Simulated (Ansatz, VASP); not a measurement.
# SnO2 (Cassiterite): VASP beside Ansatz, part 2 of 2

Aim: how closely do two programs agree when they are given the same cell, functional and k mesh? The cell is taken from a series of VASP runs on this material, whose earlier steps may have relaxed, scaled or displaced it; both programs get it as it stands.

VASP 6.6.1 and Ansatz 0.2.0.

So far. Step 4 (Differences): The walks stopped with 0.00 GPa left in Ansatz and 0.01 GPa in VASP; each walk ends within a tolerance, so the volume difference is uncertain by about these residues over the bulk modulus, most in soft cells.

## (5) Ansatz: relaxation of cell and atoms, r2SCAN

Level of this step: Ansatz beside VASP: Kohn-Sham DFT, plane waves, r2SCAN (Ansatz).

The relaxed volume is the usual yardstick between codes: its relative difference is about their pressure difference at one cell divided by the bulk modulus. The cell compared in this pair holds 73.68 Å³, against 71.49 Å³ for the pair before.

The cell is taken from a series of VASP runs on this material, whose earlier steps may have relaxed, scaled or displaced it; both programs get it as it stands.

input.yaml

```yaml
crystal:
  lattice:
    - [4.7849139421, 0.0, 0.0]
    - [0.0, 4.7849139421, 0.0]
    - [0.0, 0.0, 3.2180515569]
  atoms:
    - { symbol: Sn, position: [0.5, 0.5, 0.5] }
    - { symbol: Sn, position: [0.0, 0.0, 0.0] }
    - { symbol: O, position: [0.8071, 0.1929, 0.5] }
    - { symbol: O, position: [0.6929, 0.6929, 0.0] }
    - { symbol: O, position: [0.1929, 0.8071, 0.5] }
    - { symbol: O, position: [0.3071, 0.3071, 0.0] }
hamiltonian:
  xc: r2scan
  pseudopotentials: { kind: paw }
kpoints:
  mp_grid: { grid: [6, 6, 6] }
scf:
  occupations: { method: gaussian, width: 0.03 }
relax:
  f_tol: 0.01
  max_steps: 60
  cell: { stress_tol: 0.05 }
output:
  forces: true
  stress: true
  write_density: true
  write_potential: true
  elf: true
  volumetric_format: npy
```

The run is started by

```bash
$ ansatz run input.yaml --threads 4 --pin off --max-ram 9216MiB --backend cpu --events-out ev --progress --plain --runs-dir out
```

Numbers of over 12 decimals in the logs are rounded to 6 here.

The program printed:

```text
[...]
Crystal: 6 atoms, lattice volume = 73.679 Å³
Basis set: ecut = 500 eV, 1883 PW (Γ), exchange–correlation on 144×144×96 points (64 copies of the dense FFT grid, shifted against one another)
Bands: 32, of which v1, the nominal top of the filled ones, is band 26 counted from 1 (25 counted from 0)
Symmetry: 16 space group operations
[...]
k-points: 40 of 216
[...]
cell:  # Å, volume = 72.5171 Å³
    - [4.759852, 0, 0]
    - [0, 4.759852, 0]
    - [0, 0, 3.200762]
  atoms:
    - { symbol: Sn, position: [0.5, 0.5, 0.5] }
    - { symbol: Sn, position: [0, 0, 0] }
    - { symbol: O, position: [0.805910, 0.194090, 0.5] }
    - { symbol: O, position: [0.694090, 0.694090, 0] }
    - { symbol: O, position: [0.194090, 0.805910, 0.5] }
    - { symbol: O, position: [0.305910, 0.305910, 0] }
[key lines of the parts left out:]
SCF converged after 4 iterations
Free energy (F): -14352.427630 eV
Fermi energy:    9.765784 eV
P = ⅓ Tr σ = 0.0052 GPa (0.052 kbar)
```

Wall time 17 s (4 threads of Arm Neoverse V1, shared host); peak memory 0.58 GiB.

## (6) VASP: relaxation of cell and atoms, r2SCAN

The same cell, functional, mesh and smearing now go to VASP, with its own data sets and cutoff.

INCAR

```
SYSTEM = SnO2
PREC = Accurate
ENCUT = 520
EDIFF = 1E-06
NELM = 100
ISMEAR = 0
SIGMA = 0.03
LREAL = .FALSE.
ALGO = Normal
METAGGA = R2SCAN
LASPH = .TRUE.
NBANDS = 32
LORBIT = 11
LWAVE = .FALSE.
LCHARG = .FALSE.
KPAR = 8
IBRION = 2
NSW = 50
ISIF = 3
EDIFFG = -0.006
```

POSCAR

```
SnO2
1.0
    4.7849139421      0.0000000000      0.0000000000
    0.0000000000      4.7849139421      0.0000000000
    0.0000000000      0.0000000000      3.2180515569
Sn O
2 4
Direct
    0.5000000000      0.5000000000      0.5000000000
    0.0000000000      0.0000000000      0.0000000000
    0.8071000000      0.1929000000      0.5000000000
    0.6929000000      0.6929000000      0.0000000000
    0.1929000000      0.8071000000      0.5000000000
    0.3071000000      0.3071000000      0.0000000000
```

KPOINTS

```
Automatic mesh
0
Gamma
6 6 6
0 0 0
```

The projector-augmented-wave data sets are Sn_d and O (PBE family, release 64).

The run is started by

```bash
$ mpirun -np 8 vasp_std
```

The program printed:

```text
[banner, memory and clock lines left out]
running    8 mpi-ranks, on    1 nodes
[...]
[... a notice as in an earlier step ...]

|                                                                             |
|               ----> ADVICE to this user running VASP <----                  |
|                                                                             |
|     You enforced a specific xc type in the INCAR file but a different       |
|     [... a line on the potential file left out ...]
|     I HOPE YOU KNOW WHAT YOU ARE DOING!                                     |
|                                                                             |

 LDA part: xc-table for (None), standard interpolation
 POSCAR, INCAR and KPOINTS ok, starting setup
[...]
entering main loop
       N       E                     dE             d eps       ncg     rms          rms(c)
DAV:   1     0.587056287337E+03    0.58706E+03   -0.26733E+04  2824   0.257E+03
DAV:   2    -0.663418311890E+01   -0.59369E+03   -0.57024E+03  2896   0.679E+02
DAV:   3    -0.989431405682E+02   -0.92309E+02   -0.91377E+02  2984   0.223E+02
DAV:   4    -0.103260198123E+03   -0.43171E+01   -0.43054E+01  3064   0.539E+01
[...]
DAV:  13    -0.846250247673E+02    0.42728E-04   -0.11739E-04  3272   0.945E-02    0.276E-02
DAV:  14    -0.846250144685E+02    0.10299E-04   -0.57787E-05  3176   0.596E-02    0.223E-03
DAV:  15    -0.846250154513E+02   -0.98279E-06   -0.38811E-06  2760   0.139E-02
   1 F= -.84625015E+02 E0= -.84625015E+02  d E =-.846250E+02
[... from here on, the cycles between the ionic steps are left out ...]
   2 F= -.84625213E+02 E0= -.84625213E+02  d E =-.197883E-03
   3 F= -.84631486E+02 E0= -.84631486E+02  d E =-.647077E-02
   4 F= -.84632600E+02 E0= -.84632600E+02  d E =-.111416E-02
   5 F= -.84632663E+02 E0= -.84632663E+02  d E =-.117629E-02
[...]
reached required accuracy - stopping structural energy minimisation
```

OUTCAR, selected parts (step 6):

```text
  Total        0.0006016      0.0006016     -0.0235923      0.0000000      0.0000000      0.0000000
  in kB        0.0132272      0.0132272     -0.5186874      0.0000000      0.0000000      0.0000000
  external PRESSURE =      -0.1640777 kB  Pullay stress =       0.0000000 kB

 POSITION                                       TOTAL-FORCE (eV/Angst)
 -----------------------------------------------------------------------------------
      2.38301      2.38301      1.60410        -0.000000      0.000000     -0.000000
      4.76603     -0.00000      0.00000        -0.000000      0.000000     -0.000000
      3.84079      0.92524      1.60410         0.000423     -0.000423     -0.000000
      3.30825      3.30825      0.00000        -0.000423     -0.000423     -0.000000
      0.92524      3.84079      1.60410        -0.000423      0.000423     -0.000000
      1.45778      1.45778      0.00000         0.000423      0.000423      0.000000
 -----------------------------------------------------------------------------------
    total drift:                                0.000000      0.000000     -0.000000

  FREE ENERGIE OF THE ION-ELECTRON SYSTEM (eV)
  ---------------------------------------------------
  free  energy   TOTEN  =       -84.6326625118 eV

  energy  without entropy=      -84.6326625118  energy(sigma->0) =      -84.63266251

[... 2 parts as in an earlier step ...]

[... 2 further parts left out ...]
[key lines of the parts left out:]
E-fermi :   5.6811
```

## (7) Differences

What differs besides the data sets and the points named for the pairs above, as far as they apply: VASP keeps PBE cores, Ansatz makes them for the functional; the cutoff is 500 eV in Ansatz and 520 eV in VASP. Total energies have different zeros and are not compared.

Compared:

```tsv
quantity	Ansatz	VASP	difference
volume (Å³)	72.52	72.87	-0.49 %
edge a after relaxation, in the typed setting (Å)	4.760	4.766	-0.13 %
edge c after relaxation, in the typed setting (Å)	3.201	3.208	-0.23 %
```

The walks stopped with 0.01 GPa left in Ansatz and -0.02 GPa in VASP; each walk ends within a tolerance, so the volume difference is uncertain by about these residues over the bulk modulus, most in soft cells.

## (8) Summary of results

* difference in volume (relaxation of cell and atoms, LDA): -0.48 %
* difference in volume (relaxation of cell and atoms, r2SCAN): -0.49 %

**Reading.** The difference in volume is -0.49 % (relaxation of cell and atoms, r2SCAN), within the 1.2 % picked in this series as the mark of a large difference, as far as the stopping tolerances let one tell. How closely two codes agree says nothing of how well the functional describes the real material.

[Lines on the potential files, build, host, timing and source positions are cut from VASP's logs without a mark.]

[Logs are printed without paths, hosts, clocks, repeated set-up lines and the standing remarks that a program may print on its own settings, such as how far it seeks lower states.]

[Hosts, paths, dates, database ids (printed as entryN), source tags and the programs' standing remarks are cut or masked in the printed files.]
